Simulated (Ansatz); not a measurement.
# TiAl3: the cost of one run

Program: Ansatz 0.2.0. Level of theory: DFT PBE, scalar-relativistic, plane waves, PAW. These are calculated values, not measurements.

2 further runs of the same task are left out: 2 set aside as unsound or not needed.

## 1. Starting point

The structure is tetragonal, space group I4/mmm (No. 139). Conventional cell: a = 3.845 Å, b = 3.845 Å, c = 8.623 Å, α = 90.00°, β = 90.00°, γ = 90.00°. Ti (site symmetry 4/mmm) is surrounded by 12 Al at 2.72 to 2.89 Å. Al (site symmetry 4/mmm) is surrounded by 4 Ti at 2.72 Å and 8 Al at 2.89 Å. Around Al (site symmetry -4m2) lie 8 Al at 2.72 to 2.89 Å and 4 Ti at 2.89 Å.

Structure file:

```cif
data_structure
_symmetry_space_group_name_H-M 'I4/mmm'
_symmetry_Int_Tables_number 139
_cell_length_a 3.8453
_cell_length_b 3.8453
_cell_length_c 8.6228
_cell_angle_alpha 90.000
_cell_angle_beta 90.000
_cell_angle_gamma 90.000
_cell_volume 127.50
loop_
_atom_site_label
_atom_site_type_symbol
_atom_site_symmetry_multiplicity
_atom_site_Wyckoff_symbol
_atom_site_fract_x
_atom_site_fract_y
_atom_site_fract_z
_atom_site_occupancy
Ti1 Ti 2 a 0.00000 0.00000 0.00000 1
Al1 Al 2 b 0.50000 0.50000 0.00000 1
Al2 Al 4 d 0.00000 0.50000 0.25000 1
```

It goes back to an entry of the Materials Project, which need not be the stable form.

It is built from the cell relaxed beforehand with the same method (15.94 Å³/atom).

## 2. The reference: the undisturbed cell on the scan's mesh

input.yaml reads:

```yaml
crystal:
  lattice:
    - [1.9226734295, -1.9226734295, -4.3114047961]
    - [1.9226734295, -1.9226734295, 4.3114047961]
    - [-3.8453468589, -3.8453468589, 0.0]
  atoms:
    - { symbol: Ti, position: [0.0, 0.0, 0.0] }
    - { symbol: Ti, position: [0.5, 0.5, 0.5] }
    - { symbol: Al, position: [0.5, 0.5, 0.0] }
    - { symbol: Al, position: [0.0, 0.0, 0.5] }
    - { symbol: Al, position: [0.0, 0.5, 0.25] }
    - { symbol: Al, position: [0.5, 0.0, 0.75] }
    - { symbol: Al, position: [0.5, 0.0, 0.25] }
    - { symbol: Al, position: [1.0, 0.5, 0.75] }
basis:
  ecutwfc: 420
kpoints:
  mp_grid: { grid: [8, 8, 6] }
hamiltonian:
  xc: pbe
scf:
  occupations: { method: gaussian, width: 0.15 }
output:
  forces: true
  stress: true
  eigenvalues: true
```

Command:

```bash
$ ansatz run input.yaml --threads 2 --pin off --max-ram 5120MiB --backend cpu --events-out ev --progress --plain --runs-dir out
```

Q: Estimate wall time and peak memory on 2 threads of Intel Xeon Platinum 8375C at 2.90GHz (Ice Lake), shared host.

About 6.3 s, with a peak of 0.6 GiB.
